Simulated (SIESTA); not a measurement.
Band structure of InN (F-43m, 2 atoms in the cell).

```yaml
crystal:
  lattice:
    - [0.00000, 2.44413, 2.44413]
    - [2.44413, 0.00000, 2.44413]
    - [2.44413, 2.44413, 0.00000]
  atoms:
    - { symbol: In, position: [0.00000, 0.00000, 0.00000] }
    - { symbol: N, position: [0.25000, 0.25000, 0.25000] }
```

Method: GGA PBE, numerical atomic orbitals DZP, PseudoDojo PBE standard norm-conserving potentials (rewritten from UPF to PSML) in SIESTA.

Settings: XC.functional = GGA; XC.authors = PBE; potentials = PseudoDojo PBE standard; PAO.BasisSize = DZP; PAO.EnergyShift = 0.005 Ry; MeshCutoff = 300 Ry; kgrid.MonkhorstPack = 15 15 15; OccupationFunction = FD; ElectronicTemperature = 100 meV; MaxSCFIterations = 150; SCF.Mixer.Method = Pulay; SCF.Mixer.Weight = 0.25; SCF.Mixer.History = 8; SCF.DM.Tolerance = 1.0E-04.

The starting cell comes from a database of computed structures (which also holds hypothetical and non-ambient phases and stackings), without a prior relaxation at this level. Its lattice was rescaled by a random factor within 2.5 % of one. Values carry the incompleteness of an atom-centred basis. The run gives no clean gap (levels at the Fermi energy touch, overlap or are partly filled at this smearing), which alone does not show that the compound is a metal.

Levels in eV from the Fermi level, bands 6 to 11:
```tsv
point	6	7	8	9	10	11
Γ	-13.79	-0.43	-0.36	-0.36	-0.35	9.41
X	-11.51	-5.69	-2.90	-2.90	2.59	6.16
W	-11.18	-5.47	-3.72	-3.51	5.13	7.02
K	-11.30	-5.60	-4.10	-2.40	4.11	6.48
L	-11.91	-6.65	-1.30	-1.30	3.09	6.83
U	-11.30	-5.60	-4.10	-2.40	4.11	6.48
```

Bands cross the Fermi level along this path, so the cell is metallic at this level.

Higher empty bands are left out: an atom-centred basis made for the valence describes them poorly.
